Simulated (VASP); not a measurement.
Set up this calculation in VASP 6.6.1, as the native input.

```yaml
Task: relaxation of the atoms
Functional: PBEsol
Potentials_or_basis: VASP PAW PBE potentials, release 64 (Na_pv, I)
Cutoff: 600 eV
k_mesh: 8 × 8 × 8
Occupations: gaussian, width 0.03 eV
Spin: no spin polarisation
Further_INCAR_settings: ALGO = Normal; EDIFF = 1e-07; IBRION = 2; EDIFFG = -0.01; NSW = 40
```

The structure of NaI lies in POSCAR:

```
NaI                                     
1.0
    0.0000000000      3.2674026443      3.2674026443
    3.2674026443      0.0000000000      3.2674026443
    3.2674026443      3.2674026443      0.0000000000
  Na              I             
     1     1
Direct
     1.0000000000000000    1.0000000000000000    0.0000000000000000
     0.5000000000000000    0.5000000000000000    0.5000000000000000
```

The cell isn't the ideal one: a relaxed cell with its volume scaled by 1.06.

The input as run:

INCAR

```
SYSTEM = NaI
  ALGO = Normal
  EDIFF = 1E-7
  EDIFFG = -0.01
  ENCUT = 600
  GGA = PS
  IBRION = 2
  ISIF = 2
  ISMEAR = 0
  LASPH = .TRUE.
  LCHARG = .FALSE.
  LREAL = .FALSE.
  LWAVE = .FALSE.
  NELM = 80
  NSW = 40
  PREC = Accurate
  SIGMA = 0.03
```

KPOINTS

```
k-points
0
G
  8 8 8
  0 0 0
```

Potentials or basis: VASP PAW PBE potentials, release 64 (Na_pv, I).

Launch:

```sh
$ cat potpaw_PBE.64/Na_pv/POTCAR potpaw_PBE.64/I/POTCAR > POTCAR
$ mpirun -np 1 vasp_std > vasp.out
```

It gave:

The pressure after relaxing is -0.9 GPa and the band gap on the k mesh is 3.44 eV, direct.

Caveat: the relaxation stopped at its first step, so nothing moved; the PAW data sets were made with another functional, which shifts forces and pressure a little; spin-orbit coupling is left out, which moves the levels of the heavy elements.

Run time: 17 s on 1 thread of AMD EPYC 9R45 (Zen 5) (shared host), peak memory 0.21 GiB.
